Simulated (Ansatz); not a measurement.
# YN: the cell at several levels of theory

Aim: relax YN, database structure with PBE, r2SCAN, PBEsol, LDA and HSE06 and see how far the functionals disagree on the cell.

Program: Ansatz 0.2.0. PAW datasets, plane waves, zero pressure. No spin polarisation and no zero-point or thermal motion.

## Step 1: The system as given

Space group Fm-3m (No. 225), cubic; a = 4.897 Å in the conventional setting, 14.68 Å³ an atom. Around Y lie 6 N at 2.45 Å; around N lie 6 Y at 2.45 Å.

Structure file:

```xyz
2
Lattice="0.0000 2.4484 2.4484 2.4484 0.0000 2.4484 2.4484 2.4484 0.0000" Properties=species:S:1:pos:R:3 pbc="T T T"
Y     0.0000    0.0000    0.0000
N     2.4484    2.4484    2.4484
```

## Step 2: PBE: cell and atoms

The input, input.yaml:

```yaml
crystal:
  lattice:
    - [0.0, 2.4483614544, 2.4483614544]
    - [2.4483614544, 0.0, 2.4483614544]
    - [2.4483614544, 2.4483614544, 0.0]
  atoms:
    - { symbol: "Y", position: [0.0, 0.0, 0.0] }
    - { symbol: "N", position: [0.5, 0.5, 0.5] }
kpoints:
  mp_grid: { grid: [8, 8, 8] }
hamiltonian:
  xc: pbe
scf:
  occupations: { method: fermi_dirac, width: 0.02 }
relax:
  f_tol: 0.005
  cell: {}
```

Command:

```sh
$ ansatz run input.yaml --threads 2 --pin off --max-ram 29491MiB --backend cpu --events-out ev --progress --plain --runs-dir out
```

After this run come: Relaxing with r2SCAN; Relaxation with PBEsol; Relaxing with LDA; Relaxation with HSE06.

Q: Predict the outcome of this session. Wanted: for each run, a; volume; space group; SCF geometries.

As calculated:

| level | a (Å) | volume (Å³/atom) | space group | SCF geometries |
| --- | --- | --- | --- | --- |
| PBE | 4.906 | 14.763 | Fm-3m | 4 |
| r2SCAN | 4.896 | 14.671 | Fm-3m | 4 |
| PBEsol | 4.857 | 14.321 | Fm-3m | 7 |
| LDA | 4.820 | 14.000 | Fm-3m | 8 |
| HSE06 | 4.883 | 14.552 | Fm-3m | 4 |

In words: The first relaxation changed the volume by +0.6 % from the start. LDA gives the smallest cell and PBE the largest; they differ by 5.4 % in volume, a mean of 1.8 % in length. The meshes differ: PBE 8×8×8, r2SCAN 8×8×8, PBEsol 8×8×8, LDA 8×8×8, HSE06 6×6×6.
